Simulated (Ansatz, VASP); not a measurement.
# In2O3 (In2O3 (Ia-3)) in two plane-wave programs

Aim: how closely do two programs agree when they are given the same cell, functional and k mesh? The structure shown is the start of the Ansatz relaxation below; VASP solves that cell, so the two are compared at the walk's first step.

Calculated with Ansatz 0.2.0; plane waves, with VASP 6.6.1 beside it; single point at PBEsol.

**1. The structure**

The structure is cubic, space group Ia-3 (No. 206). The conventional cell has a = 10.177 Å, b = 10.177 Å, c = 10.177 Å, α = 90.00°, β = 90.00°, γ = 90.00°. Nearest to In lie 6 O at 2.14 to 2.23 Å. In has 6 O at 2.19 Å nearest. Nearest to O lie 4 In at 2.14 to 2.23 Å. Farther neighbours and most contacts between anions are not listed.

**2. Ansatz: relaxation, PBEsol**

Ansatz runs on its default PAW (the set named soft_2) files.

The two programs are compared at the cell with which this relaxation starts, whose forces are those of its first step.

Input file input.yaml:

```yaml
crystal:
  lattice:
    - [-5.0883616, 5.0883616, 5.0883616]
    - [5.0883616, -5.0883616, 5.0883616]
    - [5.0883616, 5.0883616, -5.0883616]
  atoms:
    - { symbol: In, position: [0.28402222, 0.53402222, 0.75] }
    - { symbol: In, position: [0.71597778, 0.46597778, 0.25] }
    - { symbol: In, position: [0.0, 0.5, 0.0] }
    - { symbol: In, position: [0.0, 0.0, 0.5] }
    - { symbol: In, position: [0.75, 0.28402222, 0.53402222] }
    - { symbol: In, position: [0.25, 0.71597778, 0.46597778] }
    - { symbol: In, position: [0.78402222, 0.03402222, 0.75] }
    - { symbol: In, position: [0.21597778, 0.96597778, 0.25] }
    - { symbol: In, position: [0.53402222, 0.75, 0.28402222] }
    - { symbol: In, position: [0.75, 0.78402222, 0.03402222] }
    - { symbol: In, position: [0.5, 0.0, 0.0] }
    - { symbol: In, position: [0.5, 0.5, 0.5] }
    - { symbol: In, position: [0.25, 0.21597778, 0.96597778] }
    - { symbol: In, position: [0.46597778, 0.25, 0.71597778] }
    - { symbol: In, position: [0.96597778, 0.25, 0.21597778] }
    - { symbol: In, position: [0.03402222, 0.75, 0.78402222] }
    - { symbol: O, position: [0.53688783, 0.77215063, 0.54476352] }
    - { symbol: O, position: [0.77215063, 0.54476352, 0.53688783] }
    - { symbol: O, position: [0.50787569, 0.2352628, 0.96311217] }
    - { symbol: O, position: [0.77261289, 0.72784937, 0.2647372] }
    - { symbol: O, position: [0.22784937, 0.45523648, 0.46311217] }
    - { symbol: O, position: [0.27261289, 0.00787569, 0.04476352] }
    - { symbol: O, position: [0.45523648, 0.46311217, 0.22784937] }
    - { symbol: O, position: [0.95523648, 0.72738711, 0.99212431] }
    - { symbol: O, position: [0.7352628, 0.22738711, 0.27215063] }
    - { symbol: O, position: [0.96311217, 0.50787569, 0.2352628] }
    - { symbol: O, position: [0.2352628, 0.96311217, 0.50787569] }
    - { symbol: O, position: [0.04476352, 0.27261289, 0.00787569] }
    - { symbol: O, position: [0.03688783, 0.49212431, 0.7647372] }
    - { symbol: O, position: [0.72738711, 0.99212431, 0.95523648] }
    - { symbol: O, position: [0.27215063, 0.7352628, 0.22738711] }
    - { symbol: O, position: [0.99212431, 0.95523648, 0.72738711] }
    - { symbol: O, position: [0.72784937, 0.2647372, 0.77261289] }
    - { symbol: O, position: [0.2647372, 0.77261289, 0.72784937] }
    - { symbol: O, position: [0.22738711, 0.27215063, 0.7352628] }
    - { symbol: O, position: [0.49212431, 0.7647372, 0.03688783] }
    - { symbol: O, position: [0.00787569, 0.04476352, 0.27261289] }
    - { symbol: O, position: [0.7647372, 0.03688783, 0.49212431] }
    - { symbol: O, position: [0.54476352, 0.53688783, 0.77215063] }
    - { symbol: O, position: [0.46311217, 0.22784937, 0.45523648] }
basis:
  ecutwfc: 420
  xc_grid: 2
hamiltonian:
  xc: pbesol
kpoints:
  mp_grid: { grid: [4, 4, 4] }
scf:
  occupations: { method: fermi_dirac, width: 0.01 }
  max_iter: 150
output:
  forces: true
  stress: true
relax:
  f_tol: 0.01
  max_steps: 60
  cell: {}
checkpoint:
  write: "../pbesol.run"
  compress: false
  write_wavefunctions: false
  write_every: 100000
```

On the command line:

```
ansatz run input.yaml --threads 4 --pin off --max-ram 6594MiB --backend cpu --events-out ev --progress --plain --runs-dir out
```

Numbers of over 12 decimals in the logs are rounded to 6 here.

The log of the run:

```text
Engine: ansatz 0.2.0, x86_64-unknown-linux-gnu
Pseudopotentials: kind: paw
Pseudopotential: In, paw, valence charge 13, recommended cutoff 420 eV (normal), In.paw.azcp
Pseudopotential: O, paw, valence charge 6, recommended cutoff 420 eV (normal), O.paw.azcp
Functional definition: PBEsol
  exchange = pbesol_x
  correlation = pbesol_c
Crystal: 40 atoms, lattice volume = 526.980 Å³
Basis set: ecut = 420 eV, 10185 PW (Γ), exchange–correlation on 120×120×120 points (8 copies of the dense FFT grid, shifted against one another)
Bands: 216, of which v1, the nominal top of the filled ones, is band 176 counted from 1 (175 counted from 0)
Symmetry: 24 space group operations
Space group: Ia-3 (ITA 206), of the structure as read, at distance tolerance 8.1e-5 Å
k-points: 8 of 64
Non-local potential: In, projectors of the file, l = 0: 2, l = 1: 2, l = 2: 2, l = 3: 2
Non-local potential: O, projectors of the file, l = 0: 2, l = 1: 2, l = 2: 1
PAW form: soft (Blöchl's): semilocal exchange-correlation on the pseudo side does not see the compensation charge
PAW frozen core: In, regenerated for the run's functional, and the local potential with it (the file was generated under x = pbe(κ = 0.804, μ = 0.219515), c = pbe(β = 0.066725))
PAW frozen core: O, regenerated for the run's functional, and the local potential with it (the file was generated under x = pbe(κ = 0.804, μ = 0.219515), c = pbe(β = 0.066725))
PAW one-centre angular grid: In, 590 points (default); XC on 64 Gauss nodes
PAW one-centre angular grid: O, 110 points (default); XC on 64 Gauss nodes
Initial density: superposition of atomic densities (neutral atoms: chi_scale 0, normalization atom), corrected by the library's trained network
Initial wavefunctions: pseudopotential atomic-orbital guess
Functional: x = pbesol(κ = 0.804, μ = 0.123457), c = pbesol(β = 0.046)
SCF iter   1: F=—  HF=-101871.653178 eV  |F-HF|=—  |Δ(HF+E_count)|=         —  Δρ=1.68e-2  dr2=1.22e0  ethr=1.77e-3  ⟨swp⟩=6.0  Hψ=6655  notcnv=0  defer=9
preconditioner: auto → Resta (q_TF=auto, 2.551 Å⁻¹)  ε∞=4.7  [insulator: Δε(μ)=0.853 eV  Ē_g=15.877 eV  σ=0.010 eV  W_gap=1.00  n_scr=140 (ndim 8)  ℏωp=30.3 eV  f_vac=0.054  D(μ)=0.00/eV (n_scr^D=0)  ε∞_Penn≈4.7]
SCF iter   2: F=—  HF=-101871.322374 eV  |F-HF|=—  |Δ(HF+E_count)|=   3.31e-1  Δρ=3.09e-3  dr2=2.53e-2  ethr=3.47e-4  ⟨swp⟩=2.0  Hψ=2733  notcnv=0  defer=280
SCF iter   3: F=—  HF=-101871.316454 eV  |F-HF|=—  |Δ(HF+E_count)|=   5.92e-3  Δρ=1.24e-3  dr2=6.09e-3  ethr=7.18e-6  ⟨swp⟩=2.1  Hψ=2622  notcnv=0  defer=280
SCF iter   4: F=—  HF=-101871.316271 eV  |F-HF|=—  |Δ(HF+E_count)|=   1.83e-4  Δρ=4.20e-4  dr2=8.75e-4  ethr=1.73e-6  ⟨swp⟩=2.0  Hψ=2589  notcnv=0  defer=280
SCF iter   5: F=—  HF=-101871.316402 eV  |F-HF|=—  |Δ(HF+E_count)|=   1.31e-4  Δρ=7.02e-5  dr2=4.22e-5  ethr=2.49e-7  ⟨swp⟩=2.4  Hψ=2858  notcnv=0  defer=280
SCF iter   6: F=—  HF=-101871.315491 eV  |F-HF|=—  |Δ(HF+E_count)|=   9.12e-4  Δρ=1.07e-5  dr2=7.26e-7  ethr=1.20e-8  ⟨swp⟩=2.0  Hψ=2336  notcnv=0  defer=280
SCF iter   7: F=-101871.315491 eV  HF=-101871.315491 eV  |F-HF|=1.72e-8  |Δ(HF+E_count)|=   8.92e-7  Δρ=1.89e-6  dr2=2.15e-8  ethr=2.84e-11  ⟨swp⟩=4.1  Hψ=5778  notcnv=0
SCF 1 converged in 7 iterations: F = -101871.315491 eV  dr2 = 2.15e-8
  greatest PAW one-centre occupation: 0.991 electrons in one spin orbital (limit 2), on the In atom at site 10 (counted from 0), in its partial waves of l = 2
relax step   1: F+E_penalty+E_count = -101871.31549144 eV  Δ(F+E_penalty+E_count) = +0.000e0 eV  max|allowed force component| = 3.304e-2 eV/Å  Δτ_max = 0.0000 Å  P = -0.743 GPa  Ω = 526.980 Å³  (7 SCF iters, dr2 threshold 1.00e-7 eV, accepted)
Crystal: 40 atoms, lattice volume = 524.520 Å³
Initial density: handed on by an earlier stage of this run
Initial wavefunctions: those handed on with the density
iter 1 solved again at ethr=6.89e-7 eV; its pass at ethr=3.10e-3 eV (dr2=2.43e-3 eV) is discarded
SCF iter   1: F=—  HF=-101871.333807 eV  |F-HF|=—  |Δ(HF+E_count)|=         —  Δρ=7.32e-4  dr2=2.37e-3  ethr=6.89e-7  ⟨swp⟩=4.2  Hψ=6956  notcnv=0
preconditioner: auto → Resta (q_TF=auto, 2.553 Å⁻¹)  ε∞=4.6  [insulator: Δε(μ)=1.046 eV  Ē_g=15.958 eV  σ=0.010 eV  W_gap=1.00  n_scr=140 (ndim 8)  ℏωp=30.4 eV  f_vac=0.046  D(μ)=0.00/eV (n_scr^D=0)  ε∞_Penn≈4.6]
SCF iter   2: F=—  HF=-101871.333176 eV  |F-HF|=—  |Δ(HF+E_count)|=   6.31e-4  Δρ=2.21e-4  dr2=2.37e-4  ethr=6.72e-7  ⟨swp⟩=2.0  Hψ=2519  notcnv=0
SCF iter   3: F=—  HF=-101871.332147 eV  |F-HF|=—  |Δ(HF+E_count)|=   1.03e-3  Δρ=1.06e-4  dr2=7.79e-5  ethr=6.75e-8  ⟨swp⟩=2.0  Hψ=2944  notcnv=0
SCF iter   4: F=—  HF=-101871.332143 eV  |F-HF|=—  |Δ(HF+E_count)|=   4.76e-6  Δρ=2.84e-5  dr2=6.16e-6  ethr=2.21e-8  ⟨swp⟩=2.4  Hψ=3141  notcnv=0
[...]
iter 1 solved again at ethr=5.98e-9 eV; its pass at ethr=3.10e-3 eV (dr2=2.11e-5 eV) is discarded
SCF iter   1: F=—  HF=-101871.319958 eV  |F-HF|=—  |Δ(HF+E_count)|=         —  Δρ=4.40e-5  dr2=1.54e-6  ethr=5.98e-9  ⟨swp⟩=4.5  Hψ=13398  notcnv=0
preconditioner: auto → Resta (q_TF=auto, 2.553 Å⁻¹)  ε∞=4.6  [insulator: Δε(μ)=1.038 eV  Ē_g=15.951 eV  σ=0.010 eV  W_gap=1.00  n_scr=140 (ndim 8)  ℏωp=30.4 eV  f_vac=0.046  D(μ)=0.00/eV (n_scr^D=0)  ε∞_Penn≈4.6]
[...]
SCF converged after 5 iterations
Free energy (F): -101871.319946 eV
Harris-Foulkes:  -101871.319946 eV  (|F-HF|=1.16e-10)
Internal energy: -101871.319946 eV  (E = F + TS)
E sigma→0 (E₀):  -101871.319946 eV
Fermi energy:    8.989773 eV
--- Per-component energies (eV) ---
  E_band       = -56.364876
  E_kinetic    = 8118.976155
  E_local      = -24522.413955  (includes V_loc(G=0)·N_el)
  E_nonlocal   = 7120.669400
  E_hartree    = 9441.181396
  E_xc         = -5137.506639
  E_vxc        = -3813.866167  (∫ρ·V_xc dr)
  E_paw        = -69094.425561  (= ΣΔE_a)
  E_vpaw       = -5842.152153  (= ΣTr[D̂ρ^β])
  E_aug_tail   = 0.057874  (compensation charges beyond the density's cutoff)
  E_ewald      = -27802.479967
  E_core_change = 4.621350  (= ΣΔE_core)
  E_smearing   = -0.000000  (= −TS)
  E_closure    = -0.000000  (closes the sum)
  Σ components = -101871.319946   (vs F -101871.319946, Δ=0.00e0)
--- Forces (eV/Å), atoms counted from 1 ---
  atom   1  In     0.00000000    -0.00000000     0.00255307
  atom   2  In     0.00000000     0.00000000    -0.00255307
  atom   3  In     0.00000000    -0.00000000     0.00000000
  atom   4  In     0.00000000    -0.00000000     0.00000000
  atom   5  In     0.00255307     0.00000000     0.00000000
  atom   6  In    -0.00255307     0.00000000    -0.00000000
  atom   7  In     0.00000000     0.00000000     0.00255307
  atom   8  In     0.00000000    -0.00000000    -0.00255307
  atom   9  In    -0.00000000     0.00255307    -0.00000000
  atom  10  In     0.00255307     0.00000000     0.00000000
  atom  11  In     0.00000000    -0.00000000     0.00000000
  atom  12  In     0.00000000    -0.00000000    -0.00000000
  atom  13  In    -0.00255307     0.00000000    -0.00000000
  atom  14  In     0.00000000    -0.00255307     0.00000000
  atom  15  In     0.00000000    -0.00255307    -0.00000000
  atom  16  In    -0.00000000     0.00255307     0.00000000
  atom  17  O     -0.00054495    -0.00204924    -0.00175792
  atom  18  O     -0.00204924    -0.00175792    -0.00054495
  atom  19  O      0.00204924     0.00175792    -0.00054495
  atom  20  O      0.00054495    -0.00204924     0.00175792
  atom  21  O      0.00204924     0.00175792     0.00054495
  atom  22  O     -0.00054495    -0.00204924     0.00175792
  atom  23  O      0.00175792     0.00054495     0.00204924
  atom  24  O     -0.00175792     0.00054495     0.00204924
[...]
atom  33  O     -0.00204924     0.00175792     0.00054495
  atom  34  O      0.00175792     0.00054495    -0.00204924
  atom  35  O     -0.00054495     0.00204924    -0.00175792
  atom  36  O     -0.00204924    -0.00175792     0.00054495
  atom  37  O     -0.00204924     0.00175792    -0.00054495
  atom  38  O     -0.00175792     0.00054495    -0.00204924
  atom  39  O     -0.00175792    -0.00054495    -0.00204924
  atom  40  O      0.00054495     0.00204924     0.00175792
  max |Σ_I F_I| component: 4.77e-18 eV/Å
--- Stress (GPa, compression-positive) ---
       -0.021160      -0.000000      -0.000000
       -0.000000      -0.021160       0.000000
       -0.000000      -0.000000      -0.021160
  P = ⅓ Tr σ = -0.0212 GPa (-0.212 kbar)
--- Relaxed structure (3 steps of the walk, 3 accepted, 1 SCFs on fresh bases) ---
  F+E_penalty+E_count = -101871.31994586 eV   max|allowed force component| = 2.553e-3 eV/Å   (the final SCF, on the basis selected at the relaxed cell)
  cell:  # Å, volume = 524.7535 Å³
    - [-5.081186, 5.081186, 5.081186]
    - [5.081186, -5.081186, 5.081186]
    - [5.081186, 5.081186, -5.081186]
  atoms:
    - { symbol: In, position: [0.283997, 0.533997, 0.75] }
    - { symbol: In, position: [0.716003, 0.466003, 0.250000] }
    - { symbol: In, position: [0.0, 0.500000, 0.0] }
    - { symbol: In, position: [0.0, 0.0, 0.500000] }
    - { symbol: In, position: [0.75, 0.283997, 0.533997] }
    - { symbol: In, position: [0.25, 0.716003, 0.466003] }
    - { symbol: In, position: [0.783997, 0.033997, 0.75] }
    - { symbol: In, position: [0.216003, 0.966003, 0.250000] }
    - { symbol: In, position: [0.533997, 0.75, 0.283997] }
    - { symbol: In, position: [0.75, 0.783997, 0.033997] }
    - { symbol: In, position: [0.500000, 0.0, 0.0] }
    - { symbol: In, position: [0.500000, 0.500000, 0.500000] }
    - { symbol: In, position: [0.25, 0.216003, 0.966003] }
    - { symbol: In, position: [0.466003, 0.250000, 0.716003] }
    - { symbol: In, position: [0.966003, 0.250000, 0.216003] }
    - { symbol: In, position: [0.033997, 0.75, 0.783997] }
    - { symbol: O, position: [0.536724, 0.772170, 0.544535] }
    - { symbol: O, position: [0.772170, 0.544535, 0.536724] }
    - { symbol: O, position: [0.507811, 0.235446, 0.963276] }
    - { symbol: O, position: [0.772365, 0.727830, 0.264554] }
    - { symbol: O, position: [0.227830, 0.455465, 0.463276] }
    - { symbol: O, position: [0.272365, 0.00781082, 0.044535] }
    - { symbol: O, position: [0.455465, 0.463276, 0.227830] }
    - { symbol: O, position: [0.955465, 0.727635, 0.992189] }
    - { symbol: O, position: [0.735446, 0.227635, 0.272170] }
    - { symbol: O, position: [0.963276, 0.507811, 0.235446] }
    - { symbol: O, position: [0.235446, 0.963276, 0.507811] }
    - { symbol: O, position: [0.044535, 0.272365, 0.00781082] }
    - { symbol: O, position: [0.036724, 0.492189, 0.764554] }
    - { symbol: O, position: [0.727635, 0.992189, 0.955465] }
    - { symbol: O, position: [0.272170, 0.735446, 0.227635] }
    - { symbol: O, position: [0.992189, 0.955465, 0.727635] }
    - { symbol: O, position: [0.727830, 0.264554, 0.772365] }
    - { symbol: O, position: [0.264554, 0.772365, 0.727830] }
    - { symbol: O, position: [0.227635, 0.272170, 0.735446] }
    - { symbol: O, position: [0.492189, 0.764554, 0.036724] }
    - { symbol: O, position: [0.00781082, 0.044535, 0.272365] }
    - { symbol: O, position: [0.764554, 0.036724, 0.492189] }
    - { symbol: O, position: [0.544535, 0.536724, 0.772170] }
    - { symbol: O, position: [0.463276, 0.227830, 0.455465] }
```

(Continued in part 2 of 2.)

[Lines on the potential files, build, host, timing and source positions are cut from VASP's logs without a mark.]

[Logs are printed without paths, hosts, clocks, repeated set-up lines and the standing remarks that a program may print on its own settings, such as how far it seeks lower states.]

[Hosts, paths, dates, database ids (printed as entryN), source tags and the programs' standing remarks are cut or masked in the printed files.]
